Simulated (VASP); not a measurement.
# Al (P6/mmm) in VASP: density of states with PBE

Aim: the density of states of Al with PBE.

All numbers are computed with VASP 6.6.1; they aren't measurements. Logs are shortened: lines on timing, memory, paths and dates and some standing lists are left out, and cuts for length are marked.

## (1) Starting point

The structure is hexagonal, space group P6/mmm (No. 191). The conventional cell has a = 4.583 Å, b = 4.583 Å, c = 2.838 Å, α = 90.00°, β = 90.00°, γ = 120.00°. Al (site symmetry 6/mmm) is surrounded by 14 Al at 2.84 to 3.00 Å. Al (site symmetry -6m2) is surrounded by 11 Al at 2.65 to 3.00 Å.

This isn't the form of Al at room conditions, which is fcc.

## (2) Density of states, PBE

File POSCAR:

```
Al
1.0
    4.5831925628      0.0000000000      0.0000000000
   -2.2915962814      3.9691611899      0.0000000000
    0.0000000000      0.0000000000      2.8375362824
Al
3
Direct
    0.0000000000      0.0000000000      0.0000000000
    0.3333333333      0.6666666667      0.5000000000
    0.6666666667      0.3333333333      0.5000000000
```

File INCAR.step1:

```
PREC = Accurate
ENCUT = 520
EDIFF = 1E-7
ISMEAR = -1
SIGMA = 0.08
LREAL = F
LASPH = T
NELM = 100
ALGO = Normal
ISIF = 2
LWAVE = F
LCHARG = T
GGA = PE
NBANDS = 12
```

File KPOINTS.step1:

```
regular mesh
0
Gamma
  8 8 11
```

File INCAR.step2:

```
PREC = Accurate
ENCUT = 520
EDIFF = 1E-7
ISMEAR = -5
SIGMA = 0.08
LREAL = F
LASPH = T
NELM = 100
ALGO = Normal
ISIF = 2
LWAVE = F
LCHARG = F
GGA = PE
LORBIT = 11
NEDOS = 2001
ICHARG = 11
```

File KPOINTS.step2:

```
regular mesh
0
Gamma
  12 12 17
```

Potentials or basis: VASP PAW PBE potentials, release 64 (Al).

The run is started by

```sh
cat potpaw_PBE.64/Al/POTCAR > POTCAR
cp INCAR.step1 INCAR
cp KPOINTS.step1 KPOINTS
mpirun -np 1 vasp_std > vasp.out
cp INCAR.step2 INCAR
cp KPOINTS.step2 KPOINTS
mpirun -np 1 vasp_std > vasp.out
```

OUTCAR:

```text
PREC = Accurate
   ENCUT = 520
   EDIFF = 1E-7
   ISMEAR = -5
   LREAL = F
   LASPH = T
   NELM = 100
   ISIF = 2
   GGA = PE
   LORBIT = 11
   ICHARG = 11

 ion  position               nearest neighbor table
   1  0.000  0.000  0.000-   2 3.00   3 3.00   2 3.00   3 3.00   3 3.00   3 3.00   2 3.00   2 3.00
                             3 3.00   3 3.00   2 3.00   2 3.00
   2  0.333  0.667  0.500-   3 2.65   3 2.65   3 2.65   1 3.00   1 3.00   1 3.00   1 3.00   1 3.00
                             1 3.00
   3  0.667  0.333  0.500-   2 2.65   2 2.65   2 2.65   1 3.00   1 3.00   1 3.00   1 3.00   1 3.00
                             1 3.00

  LATTYP: Found a hexagonal cell.
 ALAT       =     4.5831925628
 C/A-ratio  =     0.6191178406

  Lattice vectors:

 A1 = (   4.5831925628,   0.0000000000,   0.0000000000)
 A2 = (  -2.2915962814,   3.9691611899,   0.0000000000)
 A3 = (   0.0000000000,   0.0000000000,   2.8375362824)

Analysis of symmetry for initial positions (statically):
=====================================================================
 Subroutine PRICEL returns:
 Original cell was already a primitive cell.

 Routine SETGRP: Setting up the symmetry group for a
 hexagonal supercell.

 Subroutine GETGRP returns: Found 24 space group operations
 (whereof 24 operations were pure point group operations)
 out of a pool of 24 trial point group operations.

The static configuration has the point symmetry D_6h.

Analysis of symmetry for dynamics (positions and initial velocities):
=====================================================================
 Subroutine PRICEL returns:
 Original cell was already a primitive cell.

 Routine SETGRP: Setting up the symmetry group for a
 hexagonal supercell.

 Subroutine GETGRP returns: Found 24 space group operations
 (whereof 24 operations were pure point group operations)
 out of a pool of 24 trial point group operations.

The dynamic configuration has the point symmetry D_6h.

 Subroutine INISYM returns: Found 24 space group operations
 (whereof 24 operations are pure point group operations),
 and found     1 'primitive' translations

----------------------------------------------------------------------------------------

                                     Primitive cell

  volume of cell :      51.6188

  direct lattice vectors                    reciprocal lattice vectors
     4.583192563  0.000000000  0.000000000     0.218188520  0.125971200  0.000000000
    -2.291596281  3.969161190  0.000000000     0.000000000  0.251942401  0.000000000
     0.000000000  0.000000000  2.837536282     0.000000000  0.000000000  0.352418401

  length of vectors
     4.583192563  4.583192563  2.837536282     0.251942401  0.251942401  0.352418401

  position of ions in fractional coordinates (direct lattice)
     0.000000000  0.000000000  0.000000000
     0.333333333  0.666666667  0.500000000
     0.666666667  0.333333333  0.500000000

  ion indices of the primitive-cell ions
   primitive index   ion index
                 1           1
                 2           2
                 3           3

----------------------------------------------------------------------------------------

 KPOINTS: regular mesh

Automatic generation of k-mesh.
 Grid dimensions read from file:
 generate k-points for:   12   12   17

 Generating k-lattice:

  Cartesian coordinates                     Fractional coordinates (reciprocal lattice)
     0.018182377  0.010497600  0.000000000     0.083333333  0.000000000  0.000000000
     0.000000000  0.020995200  0.000000000     0.000000000  0.083333333  0.000000000
     0.000000000  0.000000000  0.020730494     0.000000000  0.000000000  0.058823529

  Length of vectors
     0.020995200  0.020995200  0.020730494

  Shift w.r.t. Gamma in fractional coordinates (k-lattice)
     0.000000000  0.000000000  0.000000000

 TETIRR: Found   2420 inequivalent tetrahedra from    14688

 Subroutine IBZKPT returns following result:
 ===========================================

 Found    171 irreducible k-points:

 Following reciprocal coordinates:
            Coordinates               Weight
  0.000000  0.000000  0.000000      1.000000
  0.083333 -0.000000  0.000000      6.000000
  0.166667 -0.000000  0.000000      6.000000
  0.250000  0.000000  0.000000      6.000000
  0.333333  0.000000  0.000000      6.000000
  0.416667  0.000000  0.000000      6.000000
[... 16 lines left out ...]
  0.250000  0.000000  0.058824     12.000000
  0.333333  0.000000  0.058824     12.000000
 [... further k-points ...]
   k-points           NKPTS =    171   k-points in BZ     NKDIM =    171   number of bands    NBANDS=      8
   number of dos      NEDOS =   2001   number of ions     NIONS =      3
   total plane-waves  NPLWV =  31104
   dimension x,y,z NGX =    36 NGY =   36 NGZ =   24
   dimension x,y,z NGXF=    72 NGYF=   72 NGZF=   48
   ions per type =               3
   NGX,Y,Z   is equivalent  to a cutoff of  13.06, 13.06, 14.06 a.u.
   NGXF,Y,Z  is equivalent  to a cutoff of  26.12, 26.12, 28.12 a.u.
 SYSTEM =  unknown system
   PREC   = accura    normal or accurate (medium, high low for compatibility)
   ISTART =      0    job   : 0-new  1-cont  2-samecut
   ICHARG =     11    charge: 1-file 2-atom 10-const
   ISPIN  =      1    spin polarized calculation?
   LNONCOLLINEAR =      F non collinear calculations
   LSORBIT =      F    spin-orbit coupling
   LASPH  =      T    aspherical Exc in radial PAW
   ENCUT  =  520.0 eV  38.22 Ry    6.18 a.u.   8.52  8.52  5.28*2*pi/ulx,y,z
   NELM   =    100;   NELMIN=  2; NELMDL=  0     # of ELM steps
   EDIFF  = 0.1E-06   stopping-criterion for ELM
   LREAL  =      F    real-space projection
   EDIFFG = 0.1E-05   stopping-criterion for IOM
   NSW    =      0    number of steps for IOM
   IBRION =     -1    ionic relax: 0-MD 1-quasi-New 2-CG
   NFREE  =      0    steps in history (QN), initial steepest desc. (CG)
   ISIF   =      2    stress and relaxation
   ISYM   =      2    0-nonsym 1-usesym 2-fastsym
   POTIM  = 0.5000    time-step for ionic-motion
   TEBEG  =    0.0;   TEEND  =   0.0 temperature during run
   PSTRESS=    0.0 pullay stress
   NELECT =       9.0000    total number of electrons
   NUPDOWN=      -1.0000    fix difference up-down
   EMIN   =  10.00;   EMAX   =-10.00  energy-range for DOS
   EFERMI =   0.00;   METHOD = LEGACY
   ISMEAR =    -5;   SIGMA  =   0.08  broadening in eV -4-tet -1-fermi 0-gaus
   EFERMI_NEDOS =   21; number of points for ismear=-14 and -15
   IALGO  =     38    algorithm
   IMIX   =      4    mixing-type and parameters
     AMIX     =   0.40;   BMIX     =  1.00
     AMIX_MAG =   1.60;   BMIX_MAG =  1.00
  volume/ion in A,a.u.               =      17.21       116.11
  Fermi-wavevector in a.u.,A,eV,Ry     =   0.914576  1.728297 11.380571  0.836448
  Thomas-Fermi vector in A             =   2.039218
   LORBIT       =     11    0 simple, 1 ext, 2 COOP (PROOUT), +10 PAW based schemes
   GGA     = PE    functional components
   LHFCALC =     F    Hartree Fock is set to
   AEXX    =    0.0000 exact exchange contribution
   IVDW    =     0    specifies the selected vdW correction
   LEPSILON=     F    determine dielectric tensor
   LRPA    =     F    only Hartree local field effects (RPA)
 non-spin polarized calculation
 Fermi weights with tetrahedron method with Bloechl corrections
  energy-cutoff  :      520.00
  volume of cell :       51.62
 maximum number of plane-waves:      1432
 NGX is ok and might be reduce to    36

 number of electron       9.0000000 magnetization

 Free energy of the ion-electron system (eV)
  ---------------------------------------------------
  ext. energy  EPLUGINS =         0.00000000
  ---------------------------------------------------
  free energy    TOTEN  =       -10.89196753 eV

  energy without entropy =      -10.89196753  energy(sigma->0) =      -10.89196753

 E-fermi :   7.5370     XC(G=0): -10.0427

 val. band max:        7.6726353538   @ k =   0.2500   0.2500   0.1176
 cond. band min:       7.2899287487   @ k =   0.3333   0.3333   0.3529
 fundamental gap:     -0.3827066051
 Fermi energy:         7.5369559427

 k-point     1 :       0.0000    0.0000    0.0000
  band No.  band energies     occupation
      1      -3.2864      2.00000
      2       5.5452      2.00000
      3       5.5452      2.00000
      4       5.6454      2.00000
      5       5.6454      2.00000
      6       6.3355      2.00000
      7       6.4481      2.00000
      8      13.7526      0.00000

 k-point     2 :       0.0833   -0.0000    0.0000
  band No.  band energies     occupation
      1      -3.2211      2.00000
      2       4.3817      2.00000
      3       4.9260      2.00000
      4       5.3594      2.00000
      5       6.3861      2.00000
      6       6.9905      1.79922
      7       7.4680      0.96289
      8      13.8084      0.00000

 k-point     3 :       0.1667   -0.0000    0.0000
  band No.  band energies     occupation
      1      -3.0255      2.00000
      2       3.0949      2.00000
      3       4.3809      2.00000
      4       4.8240      2.00000
      5       7.2958      1.83251
      6       7.8869      0.05323
      7       9.0670     -0.01199
      8      13.9758      0.00000

 k-point     4 :       0.2500    0.0000    0.0000
  band No.  band energies     occupation
      1      -2.7000      2.00000
      2       1.9072      2.00000
      3       3.9567      2.00000
      4       4.3875      2.00000
      5       8.3269     -0.11509
      6       8.9070      0.00000
      7      10.7827      0.00000
      8      14.2551      0.00000

 k-point     5 :       0.3333    0.0000    0.0000
  band No.  band energies     occupation
      1      -2.2455      2.00000
      2       0.8333      2.00000
      3       3.6537      2.00000
      4       4.0710      2.00000
      5       9.4779      0.00000
      6      10.0322      0.00000
      7      12.5730      0.00000
      8      14.6468      0.00000

 k-point     6 :       0.4167    0.0000    0.0000
  band No.  band energies     occupation
      1      -1.6633      2.00000
      2      -0.1216      2.00000
      3       3.4719      2.00000
      4       3.8798      2.00000
      5      10.7455      0.00000
      6      11.2494      0.00000
      7      13.6421      0.00000
      8      13.8523      0.00000

 k-point     7 :       0.5000    0.0000    0.0000
  band No.  band energies     occupation
      1      -0.9696      2.00000
      2      -0.9396      2.00000
      3       3.4113      2.00000
      4       3.8158      2.00000
      5      12.0005      0.00000
      6      12.2769      0.00000
      7      12.4730      0.00000
      8      12.6131      0.00000
[... 133 lines left out ...]
 k-point    20 :       0.0000    0.0000    0.0588
  band No.  band energies     occupation
      1      -3.2230      2.00000
      2       5.6030      2.00000
      3       5.6030      2.00000
      4       5.7049      2.00000
      5       5.7049      2.00000
      6       6.3947      2.00000
      7       6.5086      2.38916
      8      12.2873      0.00000

 k-point    21 :       0.0833   -0.0000    0.0588
  band No.  band energies     occupation
      1      -3.1577      2.00000
      2       4.4414      2.00000
      3       4.9846      2.00000
      4       5.4197      2.00000
      5       6.4447      2.00000
      6       7.0488      1.70453
      7       7.5255      0.69671
      8      12.3443      0.00000

 k-point    22 :       0.1667   -0.0000    0.0588
  band No.  band energies     occupation
      1      -2.9622      2.00000
      2       3.1555      2.00000
      3       4.4395      2.00000
      4       4.8852      2.00000
      5       7.3542      1.77820
      6       7.9431      0.02852
      7       9.1211     -0.00587
      8      12.5145      0.00000

 k-point    23 :       0.2500    0.0000    0.0588
  band No.  band energies     occupation
      1      -2.6368      2.00000
      2       1.9684      2.00000
      3       4.0153      2.00000
      4       4.4493      2.00000
      5       8.3850     -0.17305
      6       8.9600      0.00000
      7      10.8284      0.00000
      8      12.7943      0.00000

 k-point    24 :       0.3333    0.0000    0.0588
  band No.  band energies     occupation
      1      -2.1825      2.00000
      2       0.8950      2.00000
      3       3.7124      2.00000
      4       4.1332      2.00000
      5       9.5354      0.00000
      6      10.0800      0.00000
      7      12.5796      0.00000
      8      13.1788      0.00000

 [... further k-points ...]

------------------------ aborting loop because EDIFF is reached ----------------------------------------

  FORCE on cell =-STRESS in cart. coord.  units (eV):
  Direction    XX          YY          ZZ          XY          YZ          ZX
  --------------------------------------------------------------------------------------
  -------------------------------------------------------------------------------------
  Total        0.0270154      0.0270154     -0.3550588      0.0000000      0.0000000      0.0000000
  in kB        0.8385202      0.8385202    -11.0205337      0.0000000      0.0000000      0.0000000
  external PRESSURE =      -3.1144977 kB  Pullay stress =       0.0000000 kB

 VOLUME and BASIS-vectors are now :
 -----------------------------------------------------------------------------
  energy-cutoff  :      520.00
  volume of cell :       51.62
      direct lattice vectors                 reciprocal lattice vectors
     4.583192563  0.000000000  0.000000000     0.218188520  0.125971200  0.000000000
    -2.291596281  3.969161190  0.000000000     0.000000000  0.251942401  0.000000000
     0.000000000  0.000000000  2.837536282     0.000000000  0.000000000  0.352418401

 POSITION                                       TOTAL-FORCE (eV/Angst)
 -----------------------------------------------------------------------------------
      0.00000      0.00000      0.00000        -0.000000      0.000000      0.000000
     -0.00000      2.64611      1.41877        -0.000000      0.000000     -0.000000
      2.29160      1.32305      1.41877         0.000000     -0.000000      0.000000
 -----------------------------------------------------------------------------------
    total drift:                               -0.000000     -0.000000     -0.000000

  FREE ENERGIE OF THE ION-ELECTRON SYSTEM (eV)
  ---------------------------------------------------
  free  energy   TOTEN  =       -10.8919675276 eV

  energy  without entropy=      -10.8919675276  energy(sigma->0) =      -10.89196753

 total charge

# of ion       s       p       d       tot
------------------------------------------
    1        0.443   0.287   0.000   0.730
    2        0.449   0.337   0.000   0.786
    3        0.449   0.337   0.000   0.786
--------------------------------------------------
tot          1.341   0.961   0.000   2.302
```

It took 44 s on 1 thread of Intel Xeon Platinum 8488C (Sapphire Rapids), shared host; peak memory 0.19 GiB.

What came out:

```yaml
Valence_electrons_inside_the_program's_atomic_spheres: Al 0.73, 0.79
```

Levels at points of the mesh, in eV from the Fermi level:
```csv
k point,band 2,band 3,band 4,band 5,band 6,band 7
"(0.00, 0.00, 0.00)",-1.99,-1.99,-1.89,-1.89,-1.20,-1.09
"(0.50, 0.00, 0.00)",-8.48,-4.13,-3.72,4.46,4.74,4.94
```

States per cell in windows of 1 eV (zero at the Fermi level; states under -8 eV left out):
```
from (eV)  total  Al2_p  Al3_p  Al1_p  Al1_s  Al2_s  Al3_s
     -8.0   0.70   0.01   0.01   0.02   0.04   0.05   0.05
     -7.0   0.79   0.02   0.02   0.02   0.04   0.05   0.05
     -6.0   0.85   0.03   0.03   0.03   0.04   0.05   0.05
     -5.0   1.01   0.04   0.04   0.04   0.04   0.04   0.04
     -4.0   0.97   0.05   0.05   0.04   0.03   0.04   0.04
     -3.0   1.06   0.05   0.05   0.04   0.05   0.05   0.05
     -2.0   1.23   0.06   0.06   0.05   0.05   0.04   0.04
     -1.0   1.24   0.07   0.07   0.05   0.05   0.04   0.04
      0.0   1.29   0.07   0.07   0.05   0.06   0.04   0.04
      1.0   1.43   0.08   0.08   0.08   0.05   0.04   0.04
      2.0   1.51   0.08   0.08   0.11   0.04   0.04   0.04
      3.0   1.24   0.07   0.07   0.09   0.02   0.03   0.03
      4.0   0.80   0.05   0.05   0.06   0.01   0.01   0.01
      5.0   0.48   0.03   0.03   0.03   0.01   0.01   0.01
      6.0   0.22   0.02   0.02   0.01   0.00   0.00   0.00
      7.0   0.04   0.00   0.00   0.00   0.00   0.00   0.00
```

Caveat: tetrahedron occupations give inexact forces and stress in metals.
